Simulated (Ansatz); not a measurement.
AlV2C: relaxation of cell and atoms with PBE

AlV2C:

```xyz
8
Lattice="2.8876 0.0000 0.0000 -1.4438 2.5007 0.0000 0.0000 0.0000 13.1048" Properties=species:S:1:pos:R:3 pbc="T T T"
V     0.0000    1.6672   11.9728
V     1.4438    0.8336    1.1320
V     1.4438    0.8336    5.4204
V     0.0000    1.6672    7.6845
Al    1.4438    0.8336    9.8286
Al    0.0000    1.6672    3.2762
C     0.0000    0.0000    6.5524
C     0.0000    0.0000    0.0000
```

The cell comes from a database or a generator and needn't be the stable form of this composition.

| Item | Value |
| --- | --- |
| Program | Ansatz 0.2.0 |
| Task | relaxation of cell and atoms |
| Functional | PBE |
| Potentials or basis | Ansatz PAW |
| Cutoff | 420 eV (not typed: the program's choice for these potentials) |
| k mesh | 11 × 11 × 2 |
| Occupations | fermi-dirac, width 0.05 eV |
| Spin | collinear spin, ferromagnetic start |
| Starting moments | [2.0, 2.0, 2.0, 2.0, 0.0, 0.0, 0.0, 0.0] μB |

```yaml
Relaxed_volume: 11.99 Å³/atom
Relaxed_cell: a = 2.904 Å, b = 2.904 Å, c = 13.135 Å, α = 90.00°, β = 90.00°, γ = 120.00°
Space_group_after_relaxing_to_0.05_Å: P6_3/mmc (No. 194)
Energy_gained_by_relaxing: 1.8 meV/atom
Ionic_steps: 4
Pressure_after_relaxing: 0.0 GPa
Band_gap_on_the_k_mesh: none (metal or under the smearing width)
Net_moment: 0.00 μB per cell
Absolute_moment: 0.00 μB per cell
```

Step by step:
| step | energy change (eV) | largest force (eV/Å) | volume (Å³) |
| --- | --- | --- | --- |
| 1 | 0.0000 | 0.2091 | 94.63 |
| 2 | -0.0114 | 0.0371 | 96.20 |
| 3 | -0.0123 | 0.0001 | 95.94 |
| 4 | -0.0140 | 0.0001 | 95.94 |

Final structure:
```
V Al C
1.0
     2.90422    0.00000    0.00000
    -1.45211    2.51513    0.00000
     0.00000    0.00000   13.13483
V Al C
4 2 2
Direct
  0.33333 0.66667 0.91469
  0.66667 0.33333 0.08531
  0.66667 0.33333 0.41469
  0.33333 0.66667 0.58531
  0.66667 0.33333 0.75000
  0.33333 0.66667 0.25000
  0.00000 0.00000 0.50000
  0.00000 0.00000 0.00000
```

Levels at points of the mesh, in eV from the Fermi level:
Spin up:
```csv
k point,band 30,band 31,band 32,band 33,band 34,band 35,band 36,band 37
"(0.00, 0.00, 0.00)",-0.59,-0.27,-0.27,-0.25,-0.25,0.58,0.58,0.61
"(0.00, 0.00, -0.50)",-0.71,-0.26,-0.26,-0.26,-0.26,0.59,0.59,0.59
```
Spin down:
| k point | band 30 | band 31 | band 32 | band 33 | band 34 | band 35 | band 36 | band 37 |
| --- | --- | --- | --- | --- | --- | --- | --- | --- |
| (0.00, 0.00, 0.00) | -0.59 | -0.27 | -0.27 | -0.25 | -0.25 | 0.58 | 0.58 | 0.61 |
| (0.00, 0.00, -0.50) | -0.71 | -0.26 | -0.26 | -0.26 | -0.26 | 0.59 | 0.59 | 0.59 |

It took 21 s on 4 threads of AMD EPYC 7R13 Processor (Zen 3), with other jobs on the host, peak memory 0.64 GiB.

Caveat: the plane-wave basis is chosen anew once the cell has moved, so the energies of steps on either side of that aren't comparable; the starting moments weren't kept.
